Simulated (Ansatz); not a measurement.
All numbers below come from Ansatz, DFT PBE, scalar-relativistic, plane waves, PAW. All cells share a 420 eV cutoff and Γ-centred k meshes spaced at most about 0.3 Å⁻¹ (about 0.25 or finer for metals, 2π included). No spin polarisation.

All energies are static (0 K, no zero-point motion).

Compare these two cells of CaB₂, each relaxed at this level.

1.

```
Ca B
1.0
     1.61287    0.93119    4.36043
    -1.61287    0.93119    4.36043
     0.00000   -1.86239    4.36043
Ca B
1 2
Direct
  0.01499 0.01499 0.01499
  0.82235 0.82235 0.82235
  0.49596 0.49596 0.49596
```

2.

```
Ca B
1.0
    -1.78596    1.78596    5.77492
     1.78596   -1.78596    5.77492
     1.78596    1.78596   -5.77492
Ca B
2 4
Cartesian
  0.0000 0.0000 0.0000
  0.0000 1.7860 2.8875
  0.0000 0.0000 4.8373
  1.7860 0.0000 1.9498
  1.7860 0.0000 3.8251
  0.0000 0.0000 6.7126
```

Question: Which is lower in energy, and by how much?

Answer: They are level within the accuracy (2 meV/atom apart, with cell 2 the lower in these runs). Cell 1 has space group R3m (No. 160), 13.1 Å³/atom and no gap on its mesh; cell 2 has the ThSi2 type, space group I4_1/amd (No. 141), 12.3 Å³/atom and no gap. Counting B atoms around Ca (those within 1.25 times the shortest such distance or 1.15 times the sum of covalent radii; a plus sign parts nearer from farther groups), cell 1 has Ca 7+3 and cell 2 has Ca 12. Cell 1 holds B–B nets (shortest 1.86 Å); cell 2 holds B–B pairs (shortest 1.88 Å). Even the lower one lies +0.15 eV/atom against the reference forms of the elements (uncorrected), so neither is stable at this level. In cell 1, Ca has 7 B at 2.52–2.68 Å, 3 B at 3.06 Å and 6 Ca at 3.23 Å; around B on its first site lie 3 B at 1.86 Å and 4 Ca at 2.52–2.62 Å; around B on its second site lie 3 B at 1.86 Å, 3 Ca at 2.68 Å and 3 Ca at 3.06 Å. In cell 2, Ca has 12 B at 2.64–2.69 Å; around B lie 1 B at 1.88 Å, 2 B at 2.05 Å and 6 Ca at 2.64–2.69 Å. Both come from invented guesses. The lowest form computed isn't among them: it has the AlB2 type, space group P6/mmm (No. 191), 12.2 Å³/atom, is reached from a Materials Project cell and lies 289 meV/atom below the best shown.

The k mesh leaves some 4 meV/atom of noise in the energy of each metallic cell. Cells relaxed within their symmetry can be saddle points. Some types were kept out of the candidates beforehand, so the set may lack a known form.
